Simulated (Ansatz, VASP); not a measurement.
# As in VASP and in Ansatz

```
CELL_PARAMETERS angstrom
4.56640 0.00000 0.00000
-2.28320 3.95462 0.00000
0.00000 0.00000 2.83374
ATOMIC_POSITIONS crystal
As 0.33333 0.66667 0.00000
As 0.66667 0.33333 0.00000
```

The cell was built by a generator and needn't be a form met in nature.

Alike in both runs: task single point; functional PBE; k mesh 15 × 15 × 20; occupations gaussian, width 0.1 eV; no spin polarisation.

|  | VASP | Ansatz |
| --- | --- | --- |
| version | VASP 6.6.1 | Ansatz 0.2.0 |
| potentials or method | VASP PAW PBE potentials, release 64 (As) | scalar-relativistic, plane waves, PAW |
| plane-wave cutoff (eV) | 520 | 420 |
| valence electrons in the cell | 10 | 30 |

```tsv
	VASP	Ansatz	Ansatz less VASP
gap on the k mesh at the Fermi level (eV)	none	none	-
pressure (GPa)	0.1	0.0	-0.12
largest component of the traceless stress (GPa)	0.06	0.00	-0.054
```

A gap of «none» marks a metal or a gap that the smearing closes. With one functional, cell and mesh, what is left measures potentials, basis and numerics. The two sets of potentials don't hold the same shells in valence.
